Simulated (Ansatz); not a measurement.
Take a crystal in which Ti has been replaced by Zn on all its sites, with the cell rescaled by a rough guess (in some cases also distorted within its space group) and nothing relaxed:

```
Zn
1.0
     2.38994    0.00000    0.00000
    -1.19497    2.06975    0.00000
     0.00000    0.00000    4.15800
Zn
2
Direct
  0.33333 0.66667 0.25000
  0.66667 0.33333 0.75000
```

The calculation used DFT PBE, scalar-relativistic, plane waves, PAW in Ansatz 0.2.0.

Plane waves to 420 eV, a k mesh through Γ of 21×21×10 on the computed 2-atom cell and Gaussian smearing (0.10 eV); no spin polarisation.

Q: Will this cell want to expand or contract, and how hard?

A: The pressure is 73.5 GPa (positive in compression), so the cell would expand.

Q: Is it a metal on this mesh?

A: Yes, a band crosses the Fermi level.